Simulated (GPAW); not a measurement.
# SnO2 (Cassiterite) (P4_2/mnm) in GPAW: notebook, part 3 of 3

GPAW 26.7.0. The steps go on from the part before.

**5. Relaxation of cell and atoms, BLYP+D3(BJ)**

run.py

```python
from ase.calculators.mixing import SumCalculator
from ase.filters import FrechetCellFilter
from ase.io import read, write
from ase.optimize import LBFGS
from dftd3.ase import DFTD3
from gpaw import GPAW, PW, setup_paths

setup_paths.insert(0, '.')

atoms = read('SnO2.cif')

calc = GPAW(mode=PW(800),
            xc='BLYP',
            kpts={'size': (4, 4, 5), 'gamma': True},
            occupations={'name': 'fermi-dirac', 'width': 0.05},
            nbands=43,
            convergence={'density': 1e-05, 'energy': 1e-05},
            eigensolver='davidson',
            maxiter=150,
            txt='gpaw.txt')
atoms.calc = SumCalculator([calc, DFTD3(method='blyp', damping='d3bj')])
opt = LBFGS(FrechetCellFilter(atoms), trajectory='relax.traj', logfile='-')
done = opt.run(fmax=0.05, steps=60)
calc.write('gs.gpw')
write('result.traj', atoms)
print('Converged:', done)
print('Cell:', atoms.cell.cellpar().round(4))
print('Volume:', round(atoms.get_volume(), 4))
print(atoms.get_scaled_positions().round(5))
```

SnO2.cif

```cif
data_SnO2
_cell_length_a 4.73800000
_cell_length_b 4.73800000
_cell_length_c 3.18650000
_cell_angle_alpha 90.00000000
_cell_angle_beta 90.00000000
_cell_angle_gamma 90.00000000
_space_group_name_H-M_alt 'P1'
_space_group_name_Hall 'P 1'
_space_group_IT_number 1
loop_
_space_group_symop_operation_xyz
'x,y,z'
loop_
_atom_site_label
_atom_site_type_symbol
_atom_site_symmetry_multiplicity
_atom_site_Wyckoff_symbol
_atom_site_fract_x
_atom_site_fract_y
_atom_site_fract_z
_atom_site_occupancy
Sn1 Sn 1 a 0.5000000000 0.5000000000 0.5000000000 1
Sn2 Sn 1 a 0.0000000000 0.0000000000 0.0000000000 1
O1 O 1 a 0.8071000000 0.1929000000 0.5000000000 1
O2 O 1 a 0.6929000000 0.6929000000 0.0000000000 1
O3 O 1 a 0.1929000000 0.8071000000 0.5000000000 1
O4 O 1 a 0.3071000000 0.3071000000 0.0000000000 1
```

Potentials or basis: PAW data sets generated in the run's folder for this functional, pw.

Launch:

```console
> gpaw-setup -f BLYP O Sn
> OMP_NUM_THREADS=1 python run.py
```

gpaw.txt:

```text
__  _  _
 | _ |_)|_||  |
 |__||  | ||/\| - 26.7.0

Input parameters:
  mode=PW(ecut=800.0),
  convergence={'density': 1e-05, 'energy': 1e-05},
  eigensolver=Davidson(niter=2),
  kpts=MonkhorstPack(size=(4, 4, 5), gamma=True),
  maxiter=150,
  nbands=43,
  occupations=Occupations(name='fermi-dirac', width=0.05),
  xc=XC(name='BLYP')

Diagonalizing LCAO Hamiltonian
Converting LCAO to pw mode
    .-----------.
   /|           |
  / |           |
 *  | O         |
 |  .---Sn-O----.
 | /       O   /
 |/   O       /
 Sn----------*

Atoms  # Å, Bohr magnetons
|   | symbol |        x |        y |        z |    initial magnetic moments |
|---|--------|----------|----------|----------|-----------------------------|
| 0 |     Sn | 2.369000 | 2.369000 | 1.593250 | ( 0.0000,  0.0000,  0.0000) |
| 1 |     Sn | 0.000000 | 0.000000 | 0.000000 | ( 0.0000,  0.0000,  0.0000) |
| 2 |      O | 3.824040 | 0.913960 | 1.593250 | ( 0.0000,  0.0000,  0.0000) |
| 3 |      O | 3.282960 | 3.282960 | 0.000000 | ( 0.0000,  0.0000,  0.0000) |
[... 494 lines left out ...]
| 5 |      O | 1.450207 |  1.450207 | -0.000000 | ( 0.0000,  0.0000,  0.0000) |

Unit cell  # Å
| periodic |        x |         y |         z |  lengths |    angles |
|----------|----------|-----------|-----------|----------|-----------|
|      yes | 4.764998 |  0.000002 |  0.000000 | 4.764998 | 90.000000 |
|      yes | 0.000002 |  4.764998 | -0.000000 | 4.764998 | 90.000000 |
|      yes | 0.000000 | -0.000000 |  3.214715 | 3.214715 | 89.999948 |

Number of symmetries: 8
Symmetry operations  # r_c * U_cc + t_c -> r_c
|   | kind |            matrix            |
|---|------|------------------------------|
| 0 |  E   |  1, 0, 0,  0, 1, 0,  0, 0, 1 |
| 1 |  σ   |  1, 0, 0,  0, 1, 0,  0, 0,-1 |
| 2 |  σ   |  0, 1, 0,  1, 0, 0,  0, 0, 1 |
| 3 |  C2  |  0, 1, 0,  1, 0, 0,  0, 0,-1 |
| 4 |  σ   |  0,-1, 0, -1, 0, 0,  0, 0, 1 |
| 5 |  C2  |  0,-1, 0, -1, 0, 0,  0, 0,-1 |
| 6 |  C2  | -1, 0, 0,  0,-1, 0,  0, 0, 1 |
| 7 |  i   | -1, 0, 0,  0,-1, 0,  0, 0,-1 |
[... 212 lines left out ...]
            O
              Sn
                 O
            O
       Sn

Atoms  # Å, Bohr magnetons
|   | symbol |        x |        y |         z |    initial magnetic moments |
|---|--------|----------|----------|-----------|-----------------------------|
| 0 |     Sn | 2.385469 | 2.385469 |  1.610349 | ( 0.0000,  0.0000,  0.0000) |
| 1 |     Sn | 0.000000 | 0.000000 | -0.000000 | ( 0.0000,  0.0000,  0.0000) |
| 2 |      O | 3.837653 | 0.933285 |  1.610349 | ( 0.0000,  0.0000,  0.0000) |
| 3 |      O | 3.318752 | 3.318752 | -0.000000 | ( 0.0000,  0.0000,  0.0000) |
| 4 |      O | 0.933285 | 3.837653 |  1.610349 | ( 0.0000,  0.0000,  0.0000) |
| 5 |      O | 1.452186 | 1.452186 | -0.000000 | ( 0.0000,  0.0000,  0.0000) |
[... 229 lines left out ...]
            O
              Sn
                 O
            O
       Sn

Atoms  # Å, Bohr magnetons
|   | symbol |        x |        y |         z |    initial magnetic moments |
|---|--------|----------|----------|-----------|-----------------------------|
| 0 |     Sn | 2.391109 | 2.391109 |  1.615967 | ( 0.0000,  0.0000,  0.0000) |
| 1 |     Sn | 0.000000 | 0.000000 | -0.000000 | ( 0.0000,  0.0000,  0.0000) |
| 2 |      O | 3.850361 | 0.931857 |  1.615967 | ( 0.0000,  0.0000,  0.0000) |
| 3 |      O | 3.322961 | 3.322961 | -0.000000 | ( 0.0000,  0.0000,  0.0000) |
| 4 |      O | 0.931857 | 3.850361 |  1.615967 | ( 0.0000,  0.0000,  0.0000) |
| 5 |      O | 1.459257 | 1.459257 | -0.000000 | ( 0.0000,  0.0000,  0.0000) |
[... 464 lines left out ...]
Forces  # eV/Ang
|        x |        y |        z |
|----------|----------|----------|
|  0.00000 |  0.00000 |  0.00000 |  # Sn   0
|  0.00000 |  0.00000 |  0.00000 |  # Sn   1
|  0.03556 | -0.03556 |  0.00000 |  # O    2
| -0.03553 | -0.03553 |  0.00000 |  # O    3
| -0.03556 |  0.03556 | -0.00000 |  # O    4
|  0.03553 |  0.03553 | -0.00000 |  # O    5

# Writing to gs.gpw (mode='')
```

It took 4.7 min on 1 thread of Intel Xeon Platinum 8259CL at 2.50GHz (Skylake/Cascade Lake), shared host; peak memory 0.33 GiB.

What came out:

- Free energy: -39.1323 eV
- Relaxed volume: 12.33 Å³/atom
- Relaxed cell: a = 4.784 Å, b = 4.784 Å, c = 3.234 Å, α = 90.00°, β = 90.00°, γ = 90.00°
- Space group after relaxing (to 0.05 Å): P4_2/mnm (No. 136)
- Energy gained by relaxing: 10.7 meV/atom
- Ionic steps: 6
- Pressure after relaxing: -0.2 GPa
- Largest force after relaxing: 0.035 eV/Å
- Band gap on the k mesh: 0.91 eV, direct
- Dispersion energy per atom: -0.473 eV

Forces on the atoms (eV/Å):
```
Sn   0.000  0.000  0.000
Sn   0.000  0.000  0.000
O    0.025 -0.025  0.000
O   -0.025 -0.025  0.000
O   -0.025  0.025  0.000
O    0.025  0.025  0.000
```

The path:
| step | energy change (eV) | largest force (eV/Å) | pressure (GPa) | volume (Å³) |
| --- | --- | --- | --- | --- |
| 1 | 0.0000 | 0.3136 | 7.17 | 71.53 |
| 2 | -0.0167 | 0.1910 | 6.16 | 71.81 |
| 3 | -0.0504 | 0.1850 | 2.31 | 72.99 |
| 4 | -0.0565 | 0.1916 | 1.45 | 73.31 |
| 5 | -0.0630 | 0.1056 | -0.03 | 73.91 |
| 6 | -0.0641 | 0.0347 | -0.17 | 74.00 |

Final structure:
```
CELL_PARAMETERS angstrom
4.78386 0.00000 0.00000
0.00000 4.78386 0.00000
0.00000 0.00000 3.23353
ATOMIC_POSITIONS crystal
Sn 0.50000 0.50000 0.50000
Sn 0.00000 0.00000 0.00000
O 0.80568 0.19432 0.50000
O 0.69432 0.69432 0.00000
O 0.19432 0.80568 0.50000
O 0.30568 0.30568 0.00000
```

Levels at points of the mesh, in eV from the valence-band top:
| k point | band 23 | band 24 | band 25 | band 26 | band 27 | band 28 | band 29 | band 30 |
| --- | --- | --- | --- | --- | --- | --- | --- | --- |
| (0.00, 0.00, 0.00) | -1.22 | -0.73 | -0.73 | 0.00 | 0.91 | 5.87 | 6.28 | 6.28 |
| (0.50, 0.00, 0.00) | -1.17 | -1.17 | -0.59 | -0.59 | 4.10 | 4.10 | 7.01 | 7.01 |
| (0.50, 0.50, 0.00) | -1.30 | -1.30 | -0.84 | -0.84 | 4.49 | 4.49 | 7.39 | 7.39 |

Caveat: the k mesh is coarse; later steps reuse the first step's grids; spin-orbit coupling is left out, which moves the levels of the heavy elements. Zero-point motion and thermal expansion aren't in these numbers.

**6. Relaxation of cell and atoms, OLYP+D4, target pressure 2 GPa, at which the enthalpy is minimised**

run.py

```python
from ase.calculators.mixing import SumCalculator
from ase.filters import FrechetCellFilter
from ase.io import write
from ase.optimize import FIRE
from ase.spacegroup import crystal
from ase.units import GPa
from dftd4.ase import DFTD4
from gpaw import GPAW, PW, setup_paths

setup_paths.insert(0, '.')

# Sn 2a
# O 4f
atoms = crystal(['Sn', 'O'],
                basis=[[0.5, 0.5, 0.5],
                       [0.8071, 0.1929, 0.5]],
                spacegroup=136, setting=1,  # P4_2/mnm
                cellpar=[4.738, 4.738, 3.1865, 90.0, 90.0, 90.0],
                primitive_cell=True)

calc = GPAW(mode=PW(800),
            xc='GGA_X_OPTX+GGA_C_LYP',
            kpts={'size': (4, 4, 5), 'gamma': True},
            occupations={'name': 'fermi-dirac', 'width': 0.05},
            nbands=43,
            convergence={'density': 1e-05, 'energy': 1e-05},
            eigensolver='davidson',
            maxiter=150,
            txt='gpaw.txt')
atoms.calc = SumCalculator([calc, DFTD4(method='olyp')])
opt = FIRE(FrechetCellFilter(atoms, scalar_pressure=2 * GPa), trajectory='relax.traj', logfile='-')
done = opt.run(fmax=0.02, steps=60)
calc.write('gs.gpw')
write('result.traj', atoms)
print('Converged:', done)
print('Cell:', atoms.cell.cellpar().round(4))
print('Volume:', round(atoms.get_volume(), 4))
print(atoms.get_scaled_positions().round(5))
```

Potentials or basis: PAW data sets generated in the run's folder for this functional, pw.

Launch:

```console
> gpaw-setup -f GGA_X_OPTX+GGA_C_LYP O Sn
> OMP_NUM_THREADS=1 python run.py
```

It took 16 min on 1 thread of Intel Xeon Platinum 8259CL at 2.50GHz (Skylake/Cascade Lake), shared host; peak memory 0.38 GiB.

Results (log left out):

- Free energy: -40.0175 eV
- Relaxed volume: 11.76 Å³/atom
- Relaxed cell: a = 4.712 Å, b = 4.712 Å, c = 3.178 Å, α = 90.00°, β = 90.00°, γ = 90.00°
- Space group after relaxing (to 0.05 Å): P4_2/mnm (No. 136)
- Energy change on relaxing (the enthalpy is what falls): -0.0 meV/atom
- Ionic steps: 25
- Pressure after relaxing: 1.9 GPa
- Largest force after relaxing: 0.006 eV/Å
- Band gap on the k mesh: 1.61 eV, direct
- Dispersion energy per atom: -0.712 eV

Forces in eV/Å, atoms in the order of the input:
```
Sn   0.000  0.000  0.000
Sn   0.000  0.000  0.000
O    0.004 -0.004  0.000
O   -0.004  0.004  0.000
O    0.004  0.004  0.000
O   -0.004 -0.004  0.000
```

Stress tensor (GPa, compression positive):
```
1.74 0.00 0.00
0.00 1.74 0.00
0.00 0.00 2.27
```

Step by step:
| step | energy change (eV) | largest force (eV/Å) | pressure (GPa) | volume (Å³) |
| --- | --- | --- | --- | --- |
| 1 | 0.0000 | 0.2236 | -0.44 | 71.53 |
| 2 | -0.0019 | 0.1749 | -0.34 | 71.47 |
| 3 | -0.0041 | 0.0845 | -0.12 | 71.34 |
| 4 | -0.0044 | 0.0199 | 0.26 | 71.15 |
| 5 | -0.0025 | 0.1054 | 0.84 | 70.91 |
| 6 | 0.0006 | 0.1429 | 1.56 | 70.65 |
| 7 | 0.0005 | 0.1340 | 1.58 | 70.64 |
| 8 | 0.0002 | 0.1170 | 1.61 | 70.64 |
| 9 | -0.0002 | 0.0927 | 1.66 | 70.63 |
| 10 | -0.0004 | 0.0627 | 1.73 | 70.62 |
| 11 | -0.0006 | 0.0288 | 1.80 | 70.61 |
| 12 | -0.0005 | 0.0061 | 1.88 | 70.59 |
| 13 | -0.0002 | 0.0360 | 1.96 | 70.58 |
| 14 | -0.0002 | 0.0353 | 1.96 | 70.58 |
| 15 | -0.0002 | 0.0344 | 1.96 | 70.58 |
| 16 | -0.0002 | 0.0327 | 1.96 | 70.58 |
| 17 | -0.0002 | 0.0303 | 1.95 | 70.58 |
| 18 | -0.0002 | 0.0276 | 1.95 | 70.58 |
| 19 | -0.0002 | 0.0244 | 1.95 | 70.58 |
| 20 | -0.0003 | 0.0209 | 1.94 | 70.58 |
| 21 | -0.0003 | 0.0166 | 1.94 | 70.57 |
| 22 | -0.0003 | 0.0117 | 1.93 | 70.57 |
| 23 | -0.0003 | 0.0060 | 1.93 | 70.57 |
| 24 | -0.0003 | 0.0001 | 1.92 | 70.57 |
| 25 | -0.0003 | 0.0062 | 1.92 | 70.57 |

Final structure:
```
CELL_PARAMETERS angstrom
4.71246 0.00000 0.00000
0.00000 4.71246 0.00000
0.00000 0.00000 3.17767
ATOMIC_POSITIONS crystal
Sn 0.50000 0.50000 0.50000
Sn 0.00000 0.00000 0.00000
O 0.80545 0.19455 0.50000
O 0.19455 0.80545 0.50000
O 0.30545 0.30545 0.00000
O 0.69455 0.69455 0.00000
```

Levels at points of the mesh, in eV from the valence-band top:
```
           k point  band 24  band 25  band 26  band 27  band 28  band 29
(0.00, 0.00, 0.00)    -0.77    -0.77     0.00     1.61     6.57     6.75
(0.50, 0.00, 0.00)    -1.19    -0.62    -0.62     4.77     4.77     7.56
(0.50, 0.50, 0.00)    -1.31    -0.89    -0.89     5.19     5.19     7.98
```

Caveat: the k mesh is coarse; later steps reuse the first step's grids; spin-orbit coupling is left out, which moves the levels of the heavy elements.

**7. Overview**

```tsv
task	level	potentials or basis	cell	k mesh	cutoff (eV)	maxiter	eigensolver	optimizer	fmax	max steps	gap on the mesh (eV)	pressure (GPa)	relaxed volume (Å³/atom)	largest force (eV/Å)
single point	PBE	GPAW PAW data sets (gpaw-data 1.2.1), pw	as given	5 × 5 × 7	600	120	-	-	-	-	1.31	4.6	-	0.27
relaxation of cell and atoms	OLYP	PAW data sets generated in the run's folder for this functional, pw	relaxed	4 × 4 × 5	800	150	davidson	BFGS	0.02 eV/Å	100	0.93	0.0	12.59	-
relaxation of cell and atoms	WC	PAW data sets generated in the run's folder for this functional, pw	relaxed to 2 GPa	4 × 4 × 5	800	150	-	BFGS	0.02 eV/Å	60	1.12	1.9	-	0.01
relaxation of cell and atoms	BLYP+D3(BJ)	PAW data sets generated in the run's folder for this functional, pw	relaxed	4 × 4 × 5	800	150	davidson	LBFGS	0.05 eV/Å	60	0.91	-0.2	12.33	0.03
relaxation of cell and atoms	OLYP+D4	PAW data sets generated in the run's folder for this functional, pw	relaxed to 2 GPa	4 × 4 × 5	800	150	davidson	FIRE	0.02 eV/Å	60	1.61	1.9	-	0.01
```

Alike in all rows: no spin polarisation; smearing fermi-dirac 0.05 eV.

Caveats: spin-orbit coupling is left out, which moves the levels of the heavy elements; later steps reuse the first step's grids (some runs); the cutoff is short for stress and forces, so pressures can be off by a GPa or more (some runs).

Total energies depend on the potentials used, so only differences within one code and one set of settings carry meaning.
